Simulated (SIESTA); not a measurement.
Runs of SIESTA 5.4.2 on MgSe. Symmetry: Fm-3m, No. 225, cubic system. Conventional cell: a = 5.451 Å, b = 5.451 Å, c = 5.451 Å, α = 90.00°, β = 90.00°, γ = 90.00°. Se (site symmetry m-3m) is surrounded by 6 Mg at 2.73 Å. Mg (site symmetry m-3m) has 6 Se at 2.73 Å as nearest neighbours. 

| potentials or basis | gap on the mesh (eV) | pressure (GPa) |
| --- | --- | --- |
| PseudoDojo 0.4 standard (PBE files), SZP (energy shift 0.003 Ry) | 1.88 | 5.9 |
| PseudoDojo 0.4 standard (PBE files), DZDP (energy shift 0.003 Ry; two zetas on semicore shells) | 1.91 | 3.6 |
| PseudoDojo 0.4 standard (PBE files), TZP (energy shift 0.003 Ry; two zetas on semicore shells) | (b) | (a) |
| PseudoDojo 0.4 standard (PBE files), TZDP (energy shift 0.003 Ry; two zetas on semicore shells) | 1.90 | 3.2 |
| PseudoDojo 0.4 standard (PBE files), DZP (energy shift 0.003 Ry; two zetas on semicore shells) | 1.92 | (c) |

Alike in all rows: task single point; level PBE; no spin polarisation; cell as given; k mesh 8 × 8 × 8; smearing fermi-dirac 0.05 eV; grid cutoff 800 Ry; energy shift 0.003 Ry.

**Question.** Fill in the values left out.

**Answer.** (a) 3.4; (b) 1.89; (c) 4.1.

Caveats: the basis of atomic orbitals isn't converged, which shifts pressures, moduli and gaps.

A k mesh can miss the band edges, and the runs leave out spin-orbit coupling on Se.
